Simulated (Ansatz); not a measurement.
**SnO2 — ¹¹⁹Sn Mössbauer parameters**

Cell: a Materials Project structure (computed, not necessarily an observed phase), its atoms then relaxed with PBE in this cell.

Space group Pnnm (No. 58); a = 4.7880, b = 4.8666, c = 3.2409 Å.

| site | Wyckoff | site symmetry | x | y | z |
| --- | --- | --- | --- | --- | --- |
| Sn | 2a | ..2/m | 0.5000 | 0.5000 | 0.5000 |
| O | 4g | ..m | 0.3042 | 0.3089 | 0.0000 |

One atom of each set is listed.

The numbers come from a DFT calculation in Ansatz (r2SCAN, plane waves and PAW, scalar-relativistic, 500 eV cutoff, Γ-centred 7×7×10 k-points, Fermi–Dirac smearing 0.01 eV).

Isomer shifts (against SnO₂) follow from the electron density at the nucleus, δ = α(ρ − ρ₀), with α = 0.093 mm s⁻¹ a₀³ and ρ₀ = 183072.84 a₀⁻³ from a line fitted to 8 measured compounds at this level of theory (rms miss 0.14 mm/s). ΔE_Q = ½eQV_zz(1 + η²/3)^½ with Q = -0.132 b for the 23.9 keV state.

Problem. Where do the absorption lines lie?

Solution. Sn (2 atoms a cell): δ = 0.06, |ΔE_Q| = 0.47 mm/s, a doublet at -0.18 and 0.29 mm/s.

At this cell the r2SCAN pressure is -8 GPa, so with r2SCAN the cell would shrink if it were relaxed. The entry's cell may itself be off. Without spin–orbit coupling (the program notes it for Sn) the gradients are little affected as a rule: paired runs on crystals with a gap mostly move them by under 2 % at such atoms. With these PAW files V_zz is typically within 2 to 3 % of all-electron values, but misses above 10 % occur on Sn.
